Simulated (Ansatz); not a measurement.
ZnCu2SnS4:

```xyz
8
Lattice="-2.7171 2.7171 5.4248 2.7171 -2.7171 5.4248 2.7171 2.7171 -5.4248" Properties=species:S:1:pos:R:3 pbc="T T T"
Sn    0.0000    0.0000    5.4248
Zn    2.7171    0.0000    2.7124
Cu    0.0000    2.7171    2.7124
Cu    0.0000    0.0000    0.0000
S     1.3944    1.3922    4.0338
S    -1.3922    1.3944    6.8158
S     1.3227    1.3249   -1.3910
S     4.1093    1.3227    1.3910
```

| Property | Result |
| --- | --- |
| Program | Ansatz 0.2.0 |
| Task | relaxation of cell and atoms |
| Functional | r2SCAN |
| Potentials or basis | Ansatz PAW |
| Cutoff | 500 eV (not typed: the program's choice for these potentials) |
| k mesh | 7 × 7 × 7 |
| Occupations | fermi-dirac, width 0.05 eV |
| Spin | no spin polarisation |
| Hubbard terms | Cu d U = 2 eV |

At the start: volume 20.02 Å³/atom.

Q: Where does the relaxation end?

A: It ends after 5 steps and the volume is 19.91 Å³/atom (-0.5 %); space group I-4 (No. 82, to 0.05 Å).

The path:
```tsv
step	energy change (eV)	largest force (eV/Å)	volume (Å³)
1	0.0000	0.3040	160.20
2	-0.0145	0.1023	160.29
3	-0.0183	0.0028	159.13
4	-0.0183	0.0018	159.32
5	-0.0181	0.0018	159.32
```

Final structure:
```
CELL_PARAMETERS angstrom
-2.71224 2.71224 5.41439
2.71224 -2.71224 5.41439
2.71224 2.71224 -5.41439
ATOMIC_POSITIONS crystal
Sn 0.50000 0.50000 0.00000
Zn 0.25000 0.75000 0.50000
Cu 0.75000 0.25000 0.50000
Cu 0.00000 0.00000 0.00000
S 0.63255 0.62827 0.51864
S 0.88609 0.36745 0.99572
S 0.10963 0.11391 0.48136
S 0.37173 0.89037 0.00428
```

Caveat: the plane-wave basis is chosen anew once the cell has moved, so the energies of steps on either side of that aren't comparable; the PAW data sets come from PBE, with cores solved anew for the run's functional, which leaves a small shift of forces and pressure.
